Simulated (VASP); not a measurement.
# H (Cmce) in VASP: single point with PBEsol

Aim: the single point of H with PBEsol.

Everything below comes from runs of VASP 6.6.1. Logs are shortened: lines on timing, memory, paths and dates and some standing lists are left out, and cuts for length are marked.

## Step 1: The structure

The structure is orthorhombic, space group Cmce (No. 64). Conventional cell: a = 5.247 Å, b = 5.134 Å, c = 4.142 Å, α = 90.00°, β = 90.00°, γ = 90.00°. H (site symmetry m) has 1 H at 0.74 Å as nearest neighbours.

## Step 2: Single point, PBEsol

Input file INCAR:

```
PREC = Accurate
ENCUT = 520
EDIFF = 1E-6
ISMEAR = 0
SIGMA = 0.1
LREAL = False
LASPH = True
NELM = 100
ALGO = Fast
ISIF = 2
LWAVE = False
LCHARG = False
GGA = PS
NBANDS = 10
```

Input file KPOINTS:

```
Automatic mesh
0
Gamma
  6 6 4
```

Input file POSCAR:

```
H
1.0
    2.6234813799     -2.5669048168      0.0000000000
    2.6234813799      2.5669048168      0.0000000000
    0.0000000000      0.0000000000      4.1418180000
H
4
Direct
    0.9532956300      0.0467043700      0.0685088900
    0.4532956300      0.5467043700      0.4314911100
    0.5467043700      0.4532956300      0.5685088900
    0.0467043700      0.9532956300      0.9314911100
```

Potentials or basis: VASP PAW PBE potentials, release 64 (H).

Launch:

```bash
$ cat potpaw_PBE.64/H/POTCAR > POTCAR
$ mpirun -np 1 vasp_std > vasp.out
```

OUTCAR:

```text
PREC = Accurate
   ENCUT = 520
   EDIFF = 1E-6
   ISMEAR = 0
   LREAL = False
   LASPH = True
   NELM = 100
   ISIF = 2
   GGA = PS

 ion  position               nearest neighbor table
   1  0.953  0.047  0.069-   4 0.74
   2  0.453  0.547  0.431-   3 0.74
   3  0.547  0.453  0.569-   2 0.74
   4  0.047  0.953  0.931-   1 0.74

  LATTYP: Found a base centered orthorhombic cell.
 ALAT       =     5.1338096336
 B/A-ratio  =     1.0220407717
 C/A-ratio  =     0.8067728053

  Lattice vectors:

 A1 = (  -2.6234813799,  -2.5669048168,   0.0000000000)
 A2 = (   2.6234813799,  -2.5669048168,   0.0000000000)
 A3 = (   0.0000000000,   0.0000000000,   4.1418180000)

Analysis of symmetry for initial positions (statically):
=====================================================================
 Subroutine PRICEL returns:
 Original cell was already a primitive cell.

 Routine SETGRP: Setting up the symmetry group for a
 base centered orthorhombic supercell.

 Subroutine GETGRP returns: Found  8 space group operations
 (whereof  4 operations were pure point group operations)
 out of a pool of  8 trial point group operations.

The static configuration has the point symmetry C_2h.
 The point group associated with its full space group is D_2h.

Analysis of symmetry for dynamics (positions and initial velocities):
=====================================================================
 Subroutine PRICEL returns:
 Original cell was already a primitive cell.

 Routine SETGRP: Setting up the symmetry group for a
 base centered orthorhombic supercell.

 Subroutine GETGRP returns: Found  8 space group operations
 (whereof  4 operations were pure point group operations)
 out of a pool of  8 trial point group operations.

The dynamic configuration has the point symmetry C_2h.
 The point group associated with its full space group is D_2h.

 Subroutine INISYM returns: Found  8 space group operations
 (whereof  4 operations are pure point group operations),
 and found     1 'primitive' translations

----------------------------------------------------------------------------------------

                                     Primitive cell

  volume of cell :      55.7839

  direct lattice vectors                    reciprocal lattice vectors
     2.623481380 -2.566904817  0.000000000     0.190586449 -0.194787121  0.000000000
     2.623481380  2.566904817  0.000000000     0.190586449  0.194787121  0.000000000
     0.000000000  0.000000000  4.141818000     0.000000000  0.000000000  0.241439870

  length of vectors
     3.670375306  3.670375306  4.141818000     0.272516453  0.272516453  0.241439870

  position of ions in fractional coordinates (direct lattice)
     0.953295630  0.046704370  0.068508890
     0.453295630  0.546704370  0.431491110
     0.546704370  0.453295630  0.568508890
     0.046704370  0.953295630  0.931491110

  ion indices of the primitive-cell ions
   primitive index   ion index
                 1           1
                 2           2
                 3           3
                 4           4

----------------------------------------------------------------------------------------

 KPOINTS: Automatic mesh

Automatic generation of k-mesh.
 Grid dimensions read from file:
 generate k-points for:    6    6    4

 Generating k-lattice:

  Cartesian coordinates                     Fractional coordinates (reciprocal lattice)
     0.031764408 -0.032464520  0.000000000     0.166666667  0.000000000  0.000000000
     0.031764408  0.032464520  0.000000000     0.000000000  0.166666667  0.000000000
     0.000000000  0.000000000  0.060359968     0.000000000  0.000000000  0.250000000

  Length of vectors
     0.045419409  0.045419409  0.060359968

  Shift w.r.t. Gamma in fractional coordinates (k-lattice)
     0.000000000  0.000000000  0.000000000

 Subroutine IBZKPT returns following result:
 ===========================================

 Found     39 irreducible k-points:

 Following reciprocal coordinates:
            Coordinates               Weight
  0.000000  0.000000  0.000000      1.000000
  0.166667  0.000000  0.000000      4.000000
  0.333333  0.000000  0.000000      4.000000
  0.500000  0.000000  0.000000      2.000000
  0.166667  0.166667  0.000000      2.000000
  0.333333  0.166667  0.000000      4.000000
[... 16 lines left out ...]
  0.333333  0.333333  0.250000      4.000000
  0.500000  0.333333  0.250000      8.000000
 [... further k-points ...]
   k-points           NKPTS =     39   k-points in BZ     NKDIM =     39   number of bands    NBANDS=     10
   number of dos      NEDOS =    301   number of ions     NIONS =      4
   total plane-waves  NPLWV =  25088
   dimension x,y,z NGX =    28 NGY =   28 NGZ =   32
   dimension x,y,z NGXF=    56 NGYF=   56 NGZF=   64
   ions per type =               4
   NGX,Y,Z   is equivalent  to a cutoff of  12.68, 12.68, 12.84 a.u.
   NGXF,Y,Z  is equivalent  to a cutoff of  25.36, 25.36, 25.69 a.u.
 SYSTEM =  unknown system
   PREC   = accura    normal or accurate (medium, high low for compatibility)
   ISTART =      0    job   : 0-new  1-cont  2-samecut
   ICHARG =      2    charge: 1-file 2-atom 10-const
   ISPIN  =      1    spin polarized calculation?
   LNONCOLLINEAR =      F non collinear calculations
   LSORBIT =      F    spin-orbit coupling
   LASPH  =      T    aspherical Exc in radial PAW
   ENCUT  =  520.0 eV  38.22 Ry    6.18 a.u.   6.82  6.82  7.70*2*pi/ulx,y,z
   NELM   =    100;   NELMIN=  2; NELMDL= -5     # of ELM steps
   EDIFF  = 0.1E-05   stopping-criterion for ELM
   LREAL  =      F    real-space projection
   EDIFFG = 0.1E-04   stopping-criterion for IOM
   NSW    =      0    number of steps for IOM
   IBRION =     -1    ionic relax: 0-MD 1-quasi-New 2-CG
   NFREE  =      0    steps in history (QN), initial steepest desc. (CG)
   ISIF   =      2    stress and relaxation
   ISYM   =      2    0-nonsym 1-usesym 2-fastsym
   POTIM  = 0.5000    time-step for ionic-motion
   TEBEG  =    0.0;   TEEND  =   0.0 temperature during run
   PSTRESS=    0.0 pullay stress
   NELECT =       4.0000    total number of electrons
   NUPDOWN=      -1.0000    fix difference up-down
   EMIN   =  10.00;   EMAX   =-10.00  energy-range for DOS
   EFERMI =   0.00;   METHOD = LEGACY
   ISMEAR =     0;   SIGMA  =   0.10  broadening in eV -4-tet -1-fermi 0-gaus
   EFERMI_NEDOS =   21; number of points for ismear=-14 and -15
   IALGO  =     68    algorithm
   IMIX   =      4    mixing-type and parameters
     AMIX     =   0.40;   BMIX     =  1.00
     AMIX_MAG =   1.60;   BMIX_MAG =  1.00
  volume/ion in A,a.u.               =      13.95        94.11
  Fermi-wavevector in a.u.,A,eV,Ry     =   0.680130  1.285259  6.293739  0.462577
  Thomas-Fermi vector in A             =   1.758530
   LORBIT       =      0    0 simple, 1 ext, 2 COOP (PROOUT), +10 PAW based schemes
   GGA     = PS    functional components
   LHFCALC =     F    Hartree Fock is set to
   AEXX    =    0.0000 exact exchange contribution
   IVDW    =     0    specifies the selected vdW correction
   LEPSILON=     F    determine dielectric tensor
   LRPA    =     F    only Hartree local field effects (RPA)
 non-spin polarized calculation
 RMM-DIIS sequential band-by-band and
 Gauss-broadening in eV      SIGMA  =   0.10
  energy-cutoff  :      520.00
  volume of cell :       55.78
 maximum number of plane-waves:      1516
   NGX = 13   NGY = 13   NGZ = 15

 number of electron       4.0000002 magnetization

 Free energy of the ion-electron system (eV)
  ---------------------------------------------------
  ext. energy  EPLUGINS =         0.00000000
  ---------------------------------------------------
  free energy    TOTEN  =       -13.04844800 eV

  energy without entropy =      -13.04844800  energy(sigma->0) =      -13.04844800

 E-fermi :  -7.9742     XC(G=0):  -4.8978

 val. band max:       -8.4078891589   @ k =   0.0000   0.0000   0.0000
 cond. band min:       0.7320997604   @ k =   0.5000   0.0000   0.5000
 fundamental gap:      9.1399889193
 Fermi energy:        -7.9742483385

 k-point     1 :       0.0000    0.0000    0.0000
  band No.  band energies     occupation
      1     -10.2293      2.00000
      2      -8.4079      2.00000
      3       2.8853      0.00000
      4       4.1929      0.00000
      5       4.6528      0.00000
      6       6.7322      0.00000
      7       7.0049      0.00000
      8       8.4668      0.00000
      9      10.5434      0.00000
     10      11.3335      0.00000

 k-point     2 :       0.1667    0.0000    0.0000
  band No.  band energies     occupation
      1     -10.0820      2.00000
      2      -8.4813      2.00000
      3       2.9976      0.00000
      4       3.8185      0.00000
      5       3.9651      0.00000
      6       6.0882      0.00000
      7       7.6599      0.00000
      8       9.5138      0.00000
      9      11.0052      0.00000
     10      11.2308      0.00000

 k-point     3 :       0.3333    0.0000    0.0000
  band No.  band energies     occupation
      1      -9.6855      2.00000
      2      -8.7330      2.00000
      3       2.6558      0.00000
      4       2.6951      0.00000
      5       4.2960      0.00000
      6       6.2301      0.00000
      7       8.2839      0.00000
      8       8.7522      0.00000
      9      10.2214      0.00000
     10      12.1310      0.00000
[... 248 lines left out ...]
 k-point    23 :       0.3333    0.3333    0.2500
  band No.  band energies     occupation
      1      -9.2142      2.00000
      2      -8.7600      2.00000
      3       1.7639      0.00000
      4       2.6730      0.00000
      5       2.7889      0.00000
      6       6.3509      0.00000
      7       6.4305      0.00000
      8       9.3192      0.00000
      9       9.4973      0.00000
     10      11.5830      0.00000

 k-point    24 :       0.5000    0.3333    0.2500
  band No.  band energies     occupation
      1      -8.9815      2.00000
      2      -8.8749      2.00000
      3       1.4908      0.00000
      4       2.3550      0.00000
      5       3.6541      0.00000
      6       4.9572      0.00000
      7       7.0772      0.00000
      8       7.8585      0.00000
      9      10.1505      0.00000
     10      10.9249      0.00000

 [... further k-points ...]

------------------------ aborting loop because EDIFF is reached ----------------------------------------

  FORCE on cell =-STRESS in cart. coord.  units (eV):
  Direction    XX          YY          ZZ          XY          YZ          ZX
  --------------------------------------------------------------------------------------
  -------------------------------------------------------------------------------------
  Total       -0.0438061      0.2854774      0.4486071      0.0000000      0.0000000      0.0000000
  in kB       -1.2581622      8.1992398     12.8845117      0.0000000      0.0000000      0.0000000
  external PRESSURE =       6.6085298 kB  Pullay stress =       0.0000000 kB

 VOLUME and BASIS-vectors are now :
 -----------------------------------------------------------------------------
  energy-cutoff  :      520.00
  volume of cell :       55.78
      direct lattice vectors                 reciprocal lattice vectors
     2.623481380 -2.566904817  0.000000000     0.190586449 -0.194787121  0.000000000
     2.623481380  2.566904817  0.000000000     0.190586449  0.194787121  0.000000000
     0.000000000  0.000000000  4.141818000     0.000000000  0.000000000  0.241439870

 POSITION                                       TOTAL-FORCE (eV/Angst)
 -----------------------------------------------------------------------------------
      2.62348     -2.32713      0.28375         0.000000      0.369995      0.438335
      2.62348      0.23977      1.78716         0.000000      0.369995     -0.438335
      2.62348     -0.23977      2.35466         0.000000     -0.369995      0.438335
      2.62348      2.32713      3.85807         0.000000     -0.369995     -0.438335
 -----------------------------------------------------------------------------------
    total drift:                                0.000000     -0.000000      0.000000

  FREE ENERGIE OF THE ION-ELECTRON SYSTEM (eV)
  ---------------------------------------------------
  free  energy   TOTEN  =       -13.0484480042 eV

  energy  without entropy=      -13.0484480042  energy(sigma->0) =      -13.04844800
```

It took 12 s on 1 thread of Intel Xeon Platinum 8488C (Sapphire Rapids), shared host; peak memory 0.15 GiB.

What came out:

* Free energy: -13.0484 eV
* Pressure: 0.7 GPa
* Largest force: 0.574 eV/Å
* Band gap on the k mesh: 9.14 eV, indirect (least direct gap 9.76 eV)

Forces on the atoms (eV/Å):
```
H    0.000  0.370  0.438
H    0.000  0.370 -0.438
H    0.000 -0.370  0.438
H    0.000 -0.370 -0.438
```

Stress tensor (GPa, compression positive):
```
-0.13  0.00  0.00
 0.00  0.82  0.00
 0.00  0.00  1.29
```

Levels at points of the mesh, in eV from the valence-band top:
```csv
k point,band 1,band 2,band 3,band 4,band 5,band 6,band 7
"(0.00, 0.00, 0.00)",-1.82,0.00,11.29,12.60,13.06,15.14,15.41
"(0.50, 0.00, 0.00)",-0.77,-0.77,10.72,10.72,13.81,13.81,17.18
"(0.50, 0.50, 0.00)",-0.60,-0.42,9.47,10.29,14.10,15.37,15.60
"(0.00, 0.00, 0.50)",-0.91,-0.91,10.41,10.41,15.55,15.55,17.21
"(0.50, 0.00, 0.50)",-0.62,-0.62,9.14,9.14,15.85,15.85,16.92
"(0.50, 0.50, 0.50)",-0.41,-0.41,10.91,10.91,12.46,12.46,12.63
```

Caveat: the PAW data sets were made with another functional, which shifts forces and pressure a little.
